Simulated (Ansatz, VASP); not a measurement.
**CaSe in VASP and in Ansatz**

Contents of INCAR:

```
SYSTEM = CaSe
ALGO = Normal
EDIFF = 1E-6
ENCUT = 520
GGA = PE
ISIF = 2
ISMEAR = -1
LASPH = .TRUE.
LCHARG = .TRUE.
LELF = .TRUE.
LREAL = .FALSE.
LVHAR = .TRUE.
LWAVE = .FALSE.
NBANDS = 15
NELM = 100
PREC = Accurate
SIGMA = 0.02
```

File KPOINTS:

```
k-points
0
G
  8 8 8
  0 0 0
```

POSCAR

```
CaSe
1.0
    0.0000000000      3.0515163699      2.9675351259
    3.0515163699      0.0000000000      2.9675351259
    3.0515163699      3.0515163699      0.0000000000
Ca Se
1 1
Direct
    0.0000000000      0.0000000000      0.0000000000
    0.5000000000      0.5000000000      0.5000000000
```

Input for Ansatz:

```yaml
crystal:
  lattice:
    - [0.0, 3.0515163699, 2.9675351259]
    - [3.0515163699, 0.0, 2.9675351259]
    - [3.0515163699, 3.0515163699, 0.0]
  atoms:
    - { symbol: Ca, position: [0.0, 0.0, 0.0] }
    - { symbol: Se, position: [0.5, 0.5, 0.5] }
kpoints:
  mp_grid: { grid: [8, 8, 8] }
  band_path:
    path:
      - [0.0, 0.0, 0.0]
      - [0.5, 0.0, 0.5]
      - [0.625, 0.25, 0.625]
      - [0.375, 0.375, 0.75]
      - [0.5, 0.5, 0.5]
      - [0.5, 0.25, 0.75]
    npoints: 1
hamiltonian:
  xc: pbe
scf:
  occupations: { method: fermi_dirac, width: 0.02 }
  n_extra_bands: 4
output:
  forces: true
  stress: true
  eigenvalues: true
```

Change from the starting cell: biaxial_xy strain +2.8%.

Alike in both runs: task single point; functional PBE; k mesh 8 × 8 × 8; occupations fermi-dirac, width 0.02 eV; no spin polarisation.

|  | VASP | Ansatz |
| --- | --- | --- |
| version | VASP 6.6.1 | Ansatz 0.2.0 |
| potentials or method | VASP PAW PBE potentials, release 64 (Ca_sv, Se) | plane waves, PAW |
| plane-wave cutoff (eV) | 520 | 420 |
| valence electrons in the cell | 16 | 26 |

|  | VASP | Ansatz | Ansatz less VASP |
| --- | --- | --- | --- |
| gap on the k mesh at the Fermi level (eV) | 2.16 | 2.16 | +0.008 |
| pressure (GPa) | -1.7 | -1.8 | -0.14 |
| largest component of the traceless stress (GPa) | 1.35 | 1.32 | -0.026 |

The functional is the same, so the differences come from potentials, cutoffs and numerics. The two sets of potentials don't hold the same shells in valence.

A k mesh can miss the band edges.
